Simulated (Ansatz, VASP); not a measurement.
**La: VASP beside Ansatz**

INCAR

```
SYSTEM = La
  PREC = Accurate
  ENCUT = 520
  EDIFF = 1E-7
  ISMEAR = -1
  SIGMA = 0.1
  LREAL = .FALSE.
  LASPH = .TRUE.
  NELM = 60
  ALGO = Normal
  ISIF = 2
  LWAVE = .FALSE.
  LCHARG = .FALSE.
  GGA = PE
  NBANDS = 12
```

KPOINTS

```
regular mesh
0
G
  8 8 8
  0 0 0
```

The input POSCAR:

```
La
1.0
    0.0000000000      2.6455000000      2.6455000000
    2.6455000000      0.0000000000      2.6455000000
    2.6455000000      2.6455000000      0.0000000000
La
1
Direct
    0.0000000000      0.0000000000      0.0000000000
```

Input for Ansatz:

```yaml
crystal:
  lattice:
    - [0.0, 2.6455, 2.6455]
    - [2.6455, 0.0, 2.6455]
    - [2.6455, 2.6455, 0.0]
  atoms:
    - { symbol: La, position: [0.0, 0.0, 0.0] }
basis:
  ecutwfc: 500.0
kpoints:
  mp_grid:
    grid: [8, 8, 8]
hamiltonian:
  xc: pbe
  pseudopotentials:
    kind: paw
scf:
  convergence:
    dr2_threshold: 1.0e-08
  occupations:
    method: fermi_dirac
output:
  stress: true
```

This isn't the form of La at room conditions, which is double hcp.

Alike in both runs: task single point; functional PBE; k mesh 8 × 8 × 8; no spin polarisation.

```csv
,VASP,Ansatz
version,VASP 6.6.1,Ansatz 0.2.0
potentials or method,"VASP PAW PBE potentials, release 64 (La)","plane waves, PAW"
plane-wave cutoff (eV),520,500
occupations,"fermi-dirac, width 0.1 eV",fermi-dirac
valence electrons in the cell,11,11
```

Ansatz gave:

```
pressure (GPa) : -0.2
```

Problem. Which values does VASP return?

Solution. Pressure (GPa): -0.1.

Ansatz warned: «stress_scf_threshold_loose».

Spin-orbit coupling is left out, which matters for the levels of La.
